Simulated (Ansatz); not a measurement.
**LiI: pressure series**

The reference is LiI in the rock salt structure (space group Fm-3m, No. 225; a = 6.019 Å).

Cell and atoms are relaxed at each pressure.

Computed with PBE in Ansatz (plane waves to 420 eV, PAW, spin-orbit coupling left out).

```csv
variant,electron mass,smallest direct gap,shortest interatomic distance
base,0.29 mₑ (at Γ),4.26 eV,3.010 Å
pressure −2 GPa,?,?,?
pressure −1 GPa,0.29 mₑ (at Γ),4.05 eV,3.067 Å
pressure 0.9 GPa,"0.87 mₑ along k, 0.47 mₑ across (at X)",4.43 eV,2.968 Å
pressure 2.1 GPa,"0.90 mₑ along k, 0.47 mₑ across (at X)",4.63 eV,2.924 Å
pressure 4.5 GPa,"0.96 mₑ along k, 0.47 mₑ across (at X)",4.93 eV,2.854 Å
pressure 9 GPa,"1.1 mₑ along k, 0.47 mₑ across (at X)",4.98 eV,2.763 Å
pressure 15 GPa,"0.24, 0.47 mₑ (at X)",5.02 eV,2.679 Å
pressure 22.5 GPa,"1.1 mₑ along k, 0.23 mₑ across (at X)",5.08 eV,2.604 Å
pressure 30 GPa,"1.1 mₑ along k, 0.22 mₑ across (at X)",5.13 eV,2.547 Å
```

Problem. Fill in the withheld entries from the trend.

Solution. 
- pressure −2 GPa, electron mass: 0.30 mₑ (at Γ)
- pressure −2 GPa, smallest direct gap: 3.78 eV
- pressure −2 GPa, shortest interatomic distance: 3.151 Å

Spin-orbit coupling, missing from the scalar runs, can matter with I. Load acts through the strain it causes; cell and atoms are relaxed under it. Effective masses come from finite differences of ±0.01 Å⁻¹. Along k means along the line from Γ to the band edge. No phonon test of stability was made. Competing high-pressure phases were not computed.

Ansatz is a quantum-chemistry and plane-wave program.
